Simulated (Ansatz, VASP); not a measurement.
**Two plane-wave programs on Cd**

```
CELL_PARAMETERS angstrom
-1.91228 1.91228 1.91228
1.91228 -1.91228 1.91228
1.91228 1.91228 -1.91228
ATOMIC_POSITIONS crystal
Cd 0.00000 0.00000 0.00000
```

Alike in both runs: task single point; functional RPBE; k mesh 14 × 14 × 14; occupations fermi-dirac, width 0.1 eV; no spin polarisation.

|  | VASP | Ansatz |
| --- | --- | --- |
| version | VASP 6.6.1 | Ansatz 0.2.0 |
| potentials or method | VASP PAW PBE potentials, release 64 (Cd) | plane waves (420 eV) with PAW, scalar-relativistic |
| plane-wave cutoff (eV) | 520 | 420 |
| valence electrons in the cell | 12 | 20 |

```tsv
	VASP	Ansatz	Ansatz less VASP
pressure (GPa)	-1.7	-1.8	-0.10
```

The two sets of potentials don't hold the same shells in valence.

Caveats: the PAW data sets were made with another functional, which shifts forces and pressure a little (VASP).
